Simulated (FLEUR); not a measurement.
A run of FLEUR MaX-R8.1 (later development tree) is set up as follows.

File inp.xml:

```xml
<?xml version="1.0" encoding="UTF-8" standalone="no"?>
<fleurInput fleurInputVersion="0.39">
   <comment>
      AgCl                                                                                                
   </comment>
   <calculationSetup>
      <cutoffs Kmax="4.78" Gmax="14.8" GmaxXC="14.8" numbands="0"/>
      <scfLoop itmax="80" minDistance="0.0001" maxIterBroyd="30" imix="Anderson" alpha="0.05" precondParam="0.0" spinf="2.0" sdNocoIR="T"/>
      <coreElectrons ctail="F" frcor="F" kcrel="0" coretail_lmax="0"/>
      <xcFunctional name="LibXC" relativisticCorrections="F">
         <LibXCName exchange="mgga_x_r2scan" correlation="mgga_c_r2scan"/>
         <AuxGGA exchange="117" correlation="130"/>
      </xcFunctional>
      <magnetism jspins="1"/>
      <soc l_soc="F" theta="0.0" phi="0.0" spav="F"/>
      <expertModes spex="0" secvar="F"/>
      <geometryOptimization l_f="F" forcealpha="1.0" forcemix="BFGS" epsdisp="0.00001" epsforce="0.00001"/>
      <ldaU l_linMix="F" mixParam="0.05" spinf="1.0"/>
   </calculationSetup>
   <cell>
      <bzIntegration valenceElectrons="26.0" mode="hist" fermiSmearingEnergy="0.00183747">
         <kPointListSelection listName="default-1"/>
         <!-- k-points included here -->
         <xi:include xmlns:xi="http://www.w3.org/2001/XInclude" href="kpts.xml"> </xi:include>
      </bzIntegration>
      <!-- symmetry operations included here -->
      <xi:include xmlns:xi="http://www.w3.org/2001/XInclude" href="sym.xml"> </xi:include>
      <bulkLattice scale="1.0">
         <bravaisMatrix>
            <row-1>    0.0000000000000000     5.1684009507809998     5.1684009507809998</row-1>
            <row-2>    5.1684009507809998     0.0000000000000000     5.1684009507809998</row-2>
            <row-3>    5.1684009507809998     5.1684009507809998     0.0000000000000000</row-3>
         </bravaisMatrix>
      </bulkLattice>
   </cell>
   <atomSpecies>
      <species name="Silver (Ag)" element="Ag" atomicNumber="47">
         <mtSphere radius="2.66" gridPoints="879" logIncrement="0.015"/>
         <atomicCutoffs lmax="10" lnonsphr="10"/>
         <electronConfig flipSpins="F">
            <coreConfig>(1s1/2) (2s1/2) (2p1/2) (2p3/2) (3s1/2) (3p1/2) (3p3/2) (3d3/2) (3d5/2)</coreConfig>
            <valenceConfig>(4s1/2) (4p1/2) (4p3/2) (5s1/2) (4d3/2) (4d5/2)</valenceConfig>
            <stateOccupation state="(5s1/2)" spinUp="0.500000" spinDown="0.500000"/>
         </electronConfig>
         <energyParameters s="5" p="5" d="4" f="4"/>
         <lo type="SCLO" l="0" n="4" eDeriv="0"/>
         <lo type="SCLO" l="1" n="4" eDeriv="0"/>
         <lo type="SCLO" l="1" n="4" eDeriv="1"/>
         <lo type="SCLO" l="2" n="4" eDeriv="2"/>
         <lo type="SCLO" l="3" n="4" eDeriv="2"/>
      </species>
      <species name="Chlorine (Cl)" element="Cl" atomicNumber="17">
         <mtSphere radius="2.05" gridPoints="677" logIncrement="0.017"/>
         <atomicCutoffs lmax="8" lnonsphr="8"/>
         <electronConfig flipSpins="F">
            <coreConfig>(1s1/2) (2s1/2) (2p1/2) (2p3/2)</coreConfig>
            <valenceConfig>(3s1/2) (3p1/2) (3p3/2)</valenceConfig>
            <stateOccupation state="(3p1/2)" spinUp="0.833333" spinDown="0.833333"/>
            <stateOccupation state="(3p3/2)" spinUp="1.666667" spinDown="1.666667"/>
         </electronConfig>
         <energyParameters s="3" p="3" d="3" f="4"/>
         <lo type="SCLO" l="0" n="3" eDeriv="2"/>
         <lo type="SCLO" l="1" n="3" eDeriv="2"/>
         <lo type="SCLO" l="2" n="3" eDeriv="2"/>
         <lo type="SCLO" l="3" n="4" eDeriv="2"/>
      </species>
   </atomSpecies>
   <atomGroups>
      <atomGroup species="Silver (Ag)">
         <relPos label="                   1">.0000000000 .0000000000 .0000000000</relPos>
         <force calculate="T" relaxXYZ="TTT"/>
      </atomGroup>
      <atomGroup species="Chlorine (Cl)">
         <relPos label="                   2">1.000/2.000 1.000/2.000 1.000/2.000</relPos>
         <force calculate="T" relaxXYZ="TTT"/>
      </atomGroup>
   </atomGroups>
   <output dos="F" band="F" slice="F">
      <checks vchk="F" cdinf="F"/>
      <bandDOS minEnergy="-.5*Htr" maxEnergy="0.5*Htr" sigma="0.015" storeEVData="T"/>
      <vacuumDOS vacdos="F" integ="F" star="F" nstars="0" locx1="0.0" locy1="0.0" locx2="0.0" locy2="0.0" nstm="0" tworkf="0.0"/>
      <unfoldingBand unfoldBand="F" supercellX="1" supercellY="1" supercellZ="1"/>
      <plotting iplot="0" polar="F">
         <plot TwoD="T" vec1="  1.0  0.0  0.0" vec2="  0.0  1.0  0.0" vec3="  0.0  0.0  1.0" zero="  0.0  0.0  0.0" file="plot"/>
      </plotting>
      <chargeDensitySlicing numkpt="0" minEigenval="0.0" maxEigenval="0.0" nnne="0" pallst="F"/>
      <specialOutput eonly="F"/>
      <moessbauerParams electricFieldGradient="T" isomerShift="T" coreHyperfine="T" valenceHyperfine="T"/>
      <magneticCircularDichroism mcd="F" energyLo="-10.0" energyUp="0.0"/>
   </output>
  <!-- We include the file relax.xml here to enable relaxations (see documentation) -->
  <xi:include xmlns:xi="http://www.w3.org/2001/XInclude" href="relax.xml"> <xi:fallback/> </xi:include>
</fleurInput>
```

The input crystal.txt:

```
AgCl
&input cartesian=F /
0.0000000000  2.7350000000  2.7350000000
2.7350000000  0.0000000000  2.7350000000
2.7350000000  2.7350000000  0.0000000000
1.8897261246
1.0 1.0 1.0

2
47 0.0000000000  0.0000000000  0.0000000000
17 0.5000000000  0.5000000000  0.5000000000

&kpt div1=8 div2=8 div3=8 gamma=T /
```

inp.xml (bands)

```
<?xml version="1.0" encoding="UTF-8" standalone="no"?>
<fleurInput fleurInputVersion="0.39">
   <comment>
      AgCl                                                                                                
   </comment>
   <calculationSetup>
      <cutoffs Kmax="4.78" Gmax="14.8" GmaxXC="14.8" numbands="0"/>
      <scfLoop itmax="80" minDistance="0.0001" maxIterBroyd="30" imix="Anderson" alpha="0.05" precondParam="0.0" spinf="2.0" sdNocoIR="T"/>
      <coreElectrons ctail="F" frcor="F" kcrel="0" coretail_lmax="0"/>
      <xcFunctional name="LibXC" relativisticCorrections="F">
         <LibXCName exchange="mgga_x_r2scan" correlation="mgga_c_r2scan"/>
         <AuxGGA exchange="117" correlation="130"/>
      </xcFunctional>
      <magnetism jspins="1"/>
      <soc l_soc="F" theta="0.0" phi="0.0" spav="F"/>
      <expertModes spex="0" secvar="F"/>
      <geometryOptimization l_f="F" forcealpha="1.0" forcemix="BFGS" epsdisp="0.00001" epsforce="0.00001"/>
      <ldaU l_linMix="F" mixParam="0.05" spinf="1.0"/>
   </calculationSetup>
   <cell>
      <bzIntegration valenceElectrons="26.0" mode="hist" fermiSmearingEnergy="0.00183747">
         <kPointListSelection listName="path-1"/>
         <!-- k-points included here -->
         <xi:include xmlns:xi="http://www.w3.org/2001/XInclude" href="kpts.xml"> </xi:include>
      </bzIntegration>
      <!-- symmetry operations included here -->
      <xi:include xmlns:xi="http://www.w3.org/2001/XInclude" href="sym.xml"> </xi:include>
      <bulkLattice scale="1.0">
         <bravaisMatrix>
            <row-1>    0.0000000000000000     5.1684009507809998     5.1684009507809998</row-1>
            <row-2>    5.1684009507809998     0.0000000000000000     5.1684009507809998</row-2>
            <row-3>    5.1684009507809998     5.1684009507809998     0.0000000000000000</row-3>
         </bravaisMatrix>
      </bulkLattice>
   </cell>
   <atomSpecies>
      <species name="Silver (Ag)" element="Ag" atomicNumber="47">
         <mtSphere radius="2.66" gridPoints="879" logIncrement="0.015"/>
         <atomicCutoffs lmax="10" lnonsphr="10"/>
         <electronConfig flipSpins="F">
            <coreConfig>(1s1/2) (2s1/2) (2p1/2) (2p3/2) (3s1/2) (3p1/2) (3p3/2) (3d3/2) (3d5/2)</coreConfig>
            <valenceConfig>(4s1/2) (4p1/2) (4p3/2) (5s1/2) (4d3/2) (4d5/2)</valenceConfig>
            <stateOccupation state="(5s1/2)" spinUp="0.500000" spinDown="0.500000"/>
         </electronConfig>
         <energyParameters s="5" p="5" d="4" f="4"/>
         <lo type="SCLO" l="0" n="4" eDeriv="0"/>
         <lo type="SCLO" l="1" n="4" eDeriv="0"/>
         <lo type="SCLO" l="1" n="4" eDeriv="1"/>
         <lo type="SCLO" l="2" n="4" eDeriv="2"/>
         <lo type="SCLO" l="3" n="4" eDeriv="2"/>
      </species>
      <species name="Chlorine (Cl)" element="Cl" atomicNumber="17">
         <mtSphere radius="2.05" gridPoints="677" logIncrement="0.017"/>
         <atomicCutoffs lmax="8" lnonsphr="8"/>
         <electronConfig flipSpins="F">
            <coreConfig>(1s1/2) (2s1/2) (2p1/2) (2p3/2)</coreConfig>
            <valenceConfig>(3s1/2) (3p1/2) (3p3/2)</valenceConfig>
            <stateOccupation state="(3p1/2)" spinUp="0.833333" spinDown="0.833333"/>
            <stateOccupation state="(3p3/2)" spinUp="1.666667" spinDown="1.666667"/>
         </electronConfig>
         <energyParameters s="3" p="3" d="3" f="4"/>
         <lo type="SCLO" l="0" n="3" eDeriv="2"/>
         <lo type="SCLO" l="1" n="3" eDeriv="2"/>
         <lo type="SCLO" l="2" n="3" eDeriv="2"/>
         <lo type="SCLO" l="3" n="4" eDeriv="2"/>
      </species>
   </atomSpecies>
   <atomGroups>
      <atomGroup species="Silver (Ag)">
         <relPos label="                   1">.0000000000 .0000000000 .0000000000</relPos>
         <force calculate="T" relaxXYZ="TTT"/>
      </atomGroup>
      <atomGroup species="Chlorine (Cl)">
         <relPos label="                   2">1.000/2.000 1.000/2.000 1.000/2.000</relPos>
         <force calculate="T" relaxXYZ="TTT"/>
      </atomGroup>
   </atomGroups>
   <output dos="F" band="T" slice="F">
      <checks vchk="F" cdinf="F"/>
      <bandDOS minEnergy="-.5*Htr" maxEnergy="0.5*Htr" sigma="0.015" storeEVData="T"/>
      <vacuumDOS vacdos="F" integ="F" star="F" nstars="0" locx1="0.0" locy1="0.0" locx2="0.0" locy2="0.0" nstm="0" tworkf="0.0"/>
      <unfoldingBand unfoldBand="F" supercellX="1" supercellY="1" supercellZ="1"/>
      <plotting iplot="0" polar="F">
         <plot TwoD="T" vec1="  1.0  0.0  0.0" vec2="  0.0  1.0  0.0" vec3="  0.0  0.0  1.0" zero="  0.0  0.0  0.0" file="plot"/>
      </plotting>
      <chargeDensitySlicing numkpt="0" minEigenval="0.0" maxEigenval="0.0" nnne="0" pallst="F"/>
      <specialOutput eonly="F"/>
      <moessbauerParams electricFieldGradient="T" isomerShift="T" coreHyperfine="T" valenceHyperfine="T"/>
      <magneticCircularDichroism mcd="F" energyLo="-10.0" energyUp="0.0"/>
   </output>
  <!-- We include the file relax.xml here to enable relaxations (see documentation) -->
  <xi:include xmlns:xi="http://www.w3.org/2001/XInclude" href="relax.xml"> <xi:fallback/> </xi:include>
</fleurInput>
```

Potentials or basis: all-electron, FLAPW.

Launch:

```bash
$ inpgen -f crystal.txt -profile fastHighL
$ # inp.xml edited to the form shown
$ fleur_MPI
$ fleur_MPI   # second run, on inp.xml (bands)
```

Q: Predict the band gap along the path.

A: 1.50 eV, indirect (least direct gap 3.75 eV).

Q: Estimate the band gap on the k mesh.

A: 1.50 eV, indirect (least direct gap 3.91 eV).

Levels at the corners of the path, in eV from the valence-band top:
```csv
point,band 9,band 10,band 11,band 12,band 13,band 14,band 15,band 16,band 17,band 18
Γ,-2.59,-2.59,-2.59,-2.57,-2.57,1.50,11.18,11.18,11.18,12.73
X,-2.98,-2.37,-2.10,-2.10,-1.96,2.91,8.25,9.46,12.66,12.66
W,-2.15,-2.15,-2.10,-2.06,-1.23,4.83,8.38,8.38,8.76,14.35
K,-2.48,-2.17,-1.98,-1.73,-1.13,4.20,7.72,8.75,10.62,12.50
Γ,-2.59,-2.59,-2.59,-2.57,-2.57,1.50,11.18,11.18,11.18,12.73
L,-2.23,-2.23,-1.88,0.00,0.00,4.64,7.48,8.17,8.17,13.99
U,-2.48,-2.17,-1.98,-1.73,-1.13,4.20,7.72,8.75,10.62,12.50
W,-2.15,-2.15,-2.10,-2.06,-1.23,4.83,8.38,8.38,8.76,14.35
L,-2.23,-2.23,-1.88,0.00,0.00,4.64,7.48,8.17,8.17,13.99
K,-2.48,-2.17,-1.98,-1.73,-1.13,4.20,7.72,8.75,10.62,12.50
U,-2.48,-2.17,-1.98,-1.73,-1.13,4.20,7.72,8.75,10.62,12.50
X,-2.98,-2.37,-2.10,-2.10,-1.96,2.91,8.25,9.46,12.66,12.66
```

Caveat: the meta-GGA is that of a development version, with a GGA for the radial functions and cores and without core tails.

**Experimental background.**

From a printed reference work, data compilation, for a bulk crystal of AgCl: band gap 3.249 eV (indirect).

Measured gap of AgCl: 3.249 eV (indirect; a printed reference work, data compilation). This calculation gives 1.50 eV (-1.75 eV). So large a miss can be the level of theory's own, or it may mean another phase, state or a wrong row. Spin-orbit coupling on Ag is left out. The value is that of r2SCAN, without temperature or zero-point motion.
